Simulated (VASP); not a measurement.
Input for VASP

INCAR:
```
SYSTEM = CsPbI3
PREC = Accurate
ENCUT = 300
EDIFF = 1E-6
NELM = 100
ALGO = Normal
LREAL = Auto
LASPH = .TRUE.
ISMEAR = 0
SIGMA = 0.01
GGA = PE
LMAXMIX = 4
LWAVE = .FALSE.
LCHARG = .FALSE.
ISIF = 2
```

**KPOINTS**
```
K-points
0
G
2 2 4
0 0 0
```

**POSCAR**
```
CsPbI3
1
   12.7586140000     0.0000000000     0.0000000000
    0.0000000000    12.7586140000     0.0000000000
    0.0000000000     0.0000000000     6.3793070000
Cs Pb I
4 4 12
Direct
  0.2500000000   0.2500000000   0.5000000000
  0.2500000000   0.7500000000   0.5000000000
  0.7500000000   0.2500000000   0.5000000000
  0.7500000000   0.7500000000   0.5000000000
  0.0000000000   0.0000000000   0.0000000000
  0.0000000000   0.5000000000   0.0000000000
  0.5000000000   0.0000000000   0.0000000000
  0.5000000000   0.5000000000   0.0000000000
  0.0000000000   0.0000000000   0.5000000000
  0.0000000000   0.5000000000   0.5000000000
  0.5000000000   0.0000000000   0.5000000000
  0.5000000000   0.5000000000   0.5000000000
  0.2500000000   0.0000000000   0.0000000000
  0.2500000000   0.5000000000   0.0000000000
  0.7500000000   0.0000000000   0.0000000000
  0.7500000000   0.5000000000   0.0000000000
  0.0000000000   0.2500000000   0.0000000000
  0.0000000000   0.7500000000   0.0000000000
  0.5000000000   0.2500000000   0.0000000000
  0.5000000000   0.7500000000   0.0000000000
```

POTCAR, in this order: Cs_sv Pb_d I (PBE.64 set). Program: vasp_std.

### Question
Write an equivalent input for Quantum ESPRESSO's pw.x.

### Answer
One equivalent input (not run):
```
&CONTROL
  calculation = 'scf'
  pseudo_dir = './pseudo'
  outdir = './out'
  tprnfor = .true.
  tstress = .true.
/
&SYSTEM
  ibrav = 0
  nat = 20
  ntyp = 3
  ecutwfc = 70
  occupations = 'smearing'
  smearing = 'gaussian'
  degauss = 0.000735
  input_dft = 'pbe'
/
&ELECTRONS
  conv_thr = 7.3e-08
  electron_maxstep = 100
/
ATOMIC_SPECIES
  Cs 132.905 Cs.upf
  Pb 207.200 Pb.upf
  I 126.904 I.upf
CELL_PARAMETERS angstrom
    12.7586140    0.0000000    0.0000000
     0.0000000   12.7586140    0.0000000
     0.0000000    0.0000000    6.3793070
ATOMIC_POSITIONS crystal
  Cs   0.2500000  0.2500000  0.5000000
  Cs   0.2500000  0.7500000  0.5000000
  Cs   0.7500000  0.2500000  0.5000000
  Cs   0.7500000  0.7500000  0.5000000
  Pb   0.0000000  0.0000000  0.0000000
  Pb   0.0000000  0.5000000  0.0000000
  Pb   0.5000000  0.0000000  0.0000000
  Pb   0.5000000  0.5000000  0.0000000
  I    0.0000000  0.0000000  0.5000000
  I    0.0000000  0.5000000  0.5000000
  I    0.5000000  0.0000000  0.5000000
  I    0.5000000  0.5000000  0.5000000
  I    0.2500000  0.0000000  0.0000000
  I    0.2500000  0.5000000  0.0000000
  I    0.7500000  0.0000000  0.0000000
  I    0.7500000  0.5000000  0.0000000
  I    0.0000000  0.2500000  0.0000000
  I    0.0000000  0.7500000  0.0000000
  I    0.5000000  0.2500000  0.0000000
  I    0.5000000  0.7500000  0.0000000
K_POINTS automatic
  2 2 4 0 0 0
```
Limits of the translation: the potentials are each code's own (VASP's PAW set, PseudoDojo norm-conserving files in pw.x), so ENCUT and ecutwfc are chosen apart and not converted; conv_thr bounds pw.x's estimated SCF error, while EDIFF bounds the energy change between steps.

The structure comes from a computed database's CsPbI3 entry; how it stands against other phases isn't given here. The cell was not relaxed at this level. The run is one of a series of settings (LREAL = Auto, KPOINTS 2×2×4 Γ-centred mesh against the base run), some of them coarse on purpose.
